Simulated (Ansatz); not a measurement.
TaN:

```xyz
6
Lattice="5.1850 0.0000 0.0000 -2.5925 4.4903 0.0000 0.0000 0.0000 2.9080" Properties=species:S:1:pos:R:3 pbc="T T T"
Ta    0.0000    0.0000    0.0000
Ta    0.0000    2.9936    1.4540
Ta    2.5925    1.4968    1.4540
N     2.5925    0.0000    0.0000
N     1.2963    2.2452    0.0000
N    -1.2963    2.2452    0.0000
```

```yaml
Program: Ansatz 0.2.0
Task: relaxation of cell and atoms
Functional: PBE
Potentials_or_basis: Ansatz PAW
Cutoff: "420 eV (not typed: the program's choice for these potentials)"
k_mesh: 6 × 6 × 9
Occupations: fermi-dirac, width 0.05 eV
Spin: no spin polarisation
Hubbard_terms: Ta d U = 6 eV
```

At the start: volume 11.28 Å³/atom.

Question: Where does the relaxation end?

Answer: It ends after 7 steps and the volume is 11.96 Å³/atom (+5.9 %); space group P6/mmm (No. 191, to 0.05 Å).

Step by step:
| step | energy change (eV) | largest force (eV/Å) | volume (Å³) |
| --- | --- | --- | --- |
| 1 | 0.0000 | 0.0000 | 67.71 |
| 2 | -0.1323 | 0.0000 | 73.37 |
| 3 | -0.1810 | 0.0000 | 71.85 |
| 4 | -0.1822 | 0.0000 | 71.63 |
| 5 | -0.1975 | 0.0000 | 71.63 |
| 6 | -0.1974 | 0.0000 | 71.73 |
| 7 | -0.1976 | 0.0000 | 71.73 |

Final structure:
```
Ta N
1.0
     5.31837    0.00000    0.00000
    -2.65919    4.60585    0.00000
     0.00000    0.00000    2.92830
Ta N
3 3
Direct
  0.00000 0.00000 0.00000
  0.33333 0.66667 0.50000
  0.66667 0.33333 0.50000
  0.50000 0.00000 0.00000
  0.50000 0.50000 0.00000
  0.00000 0.50000 0.00000
```

Caveat: the plane-wave basis is chosen anew once the cell has moved, so the energies of steps on either side of that aren't comparable; the pressure holds a Pulay correction of +0.4 GPa for the finite cutoff; U without spin polarisation on a metal has little footing.
